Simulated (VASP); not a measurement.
# From VASP inputs to Ansatz: GaSb (strained zincblende)

INCAR

```
GGA = PE
LWAVE = .FALSE.
LASPH = .TRUE.
IBRION = -1
NBANDS = 16
PREC = Accurate
NSW = 0
LCHARG = .FALSE.
SIGMA = 0.02
ISIF = 2
ENCUT = 520
LREAL = .FALSE.
EDIFF = 1E-7
NELM = 120
ISMEAR = -1
```

KPOINTS

```
KPOINTS created by Atomic Simulation Environment
0
Gamma
8 8 8
0 0 0
```

KPOINTS_OPT

```
special points
6
Reciprocal
0.0000000000 0.0000000000 0.0000000000 1
-0.5000000000 -0.5000000000 0.0000000000 1
-0.3750000000 -0.3750000000 0.2500000000 1
-0.3750000000 0.0000000000 0.3750000000 1
0.0000000000 0.0000000000 0.5000000000 1
-0.5000000000 -0.2500000000 0.2500000000 1
```

POSCAR

```
Ga Sb
 1.0000000000000000
     0.0000000000000000    3.0658788003000002    3.2495249404000002
     3.0658788003000002    0.0000000000000000    3.2495249404000002
     3.0658788003000002    3.0658788003000002    0.0000000000000000
 Ga  Sb
   1   1
Cartesian
  0.0000000000000000  0.0000000000000000  0.0000000000000000
  1.5329394001500001  1.5329394001500001  1.6247624702000001
```

VASP ran with the recommended PBE PAW datasets (18 valence electrons in the cell).

Question: Write an Ansatz input for this cell and level of theory.

Answer: 

```yaml
crystal:
  lattice:
    - [0.0, 3.0658788003, 3.2495249404]
    - [3.0658788003, 0.0, 3.2495249404]
    - [3.0658788003, 3.0658788003, 0.0]
  atoms:
    - { symbol: Ga, position: [0.0, 0.0, 0.0] }
    - { symbol: Sb, position: [0.25, 0.25, 0.25] }
kpoints:
  mp_grid: { grid: [8, 8, 8] }
  band_path:
    path:
      - [0.0, 0.0, 0.0]
      - [-0.5, -0.5, 0.0]
      - [-0.375, -0.375, 0.25]
      - [-0.375, 0.0, 0.375]
      - [0.0, 0.0, 0.5]
      - [-0.5, -0.25, 0.25]
    npoints: 1
hamiltonian:
  xc: pbe
scf:
  occupations: { method: fermi_dirac, width: 0.02 }
  n_extra_bands: 4
output:
  forces: true
  stress: true
  eigenvalues: true
```

Other inputs would serve too.

```json
{"": "gap between bands v and c", "VASP": "0.00 eV", "Ansatz": "0.00 eV"}
{"": "least direct gap", "VASP": "0.00 eV", "Ansatz": "0.00 eV"}
{"": "pressure", "VASP": "-0.7 GPa", "Ansatz": "-0.8 GPa"}
```

Datasets and cutoffs are each program's own. VASP's cell holds 18 valence electrons and Ansatz's 28. Ansatz's stress includes a Pulay correction; VASP's doesn't.
